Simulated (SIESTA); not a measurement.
# Ni under changes of volume

One of the cells (10.492 Å³/atom); the others are scaled copies at fixed shape and fractional positions:

```
CELL_PARAMETERS angstrom
0.00000 1.73757 1.73757
1.73757 0.00000 1.73757
1.73757 1.73757 0.00000
ATOMIC_POSITIONS crystal
Ni 0.00000 0.00000 0.00000
```

- Program: SIESTA 5.4.2
- Functional: LDA
- Potentials or basis: PseudoDojo 0.4 standard (LDA files)
- Basis: DZP (energy shift 0.003 Ry; two zetas on semicore shells)
- Grid cutoff: 800 Ry
- Energy shift: 0.003 Ry
- k mesh: 10 × 10 × 10
- Occupations: fermi-dirac, width 0.05 eV
- Spin: collinear spin, ferromagnetic start
- Starting moments: [1.0] μB

```csv
volume (Å³/atom),energy over the lowest point (meV/atom),pressure (GPa),moment (μB per cell)
9.862,?,?,?
10.072,0.00,-0.4,0.69
10.282,3.86,-5.4,0.70
10.492,14.22,-10.0,0.71
10.702,30.16,-14.0,0.71
10.912,50.93,-17.6,0.72
11.122,76.19,-20.7,0.72
```

What does the run at 9.862 Å³/atom give?

Energy over the lowest point 3.02 meV/atom; pressure 5.5 GPa; moment 0.68 μB per cell.

Worked out: A Birch-Murnaghan fit of order 3 (a polynomial in V^(-2/3)) to the other rows has its minimum at 10.06 Å³/atom, just outside them, with B0 = V·E''(V) = 267 GPa and B' = 5.2. It gives 3.35 meV/atom at 9.862 Å³/atom, against the run's 3.02, and -dE/dV = 5.6 GPa, against 5.5. A straight line through the other rows of the moment, of slope 0.0286 μB per Å³/atom, extrapolates to 0.69 μB, against the run's 0.68.

Energies are extrapolated to zero smearing.

Caveats: short orbitals over semicore shells can move pressures by several GPa; the basis of atomic orbitals isn't converged, which shifts pressures, moduli and gaps.
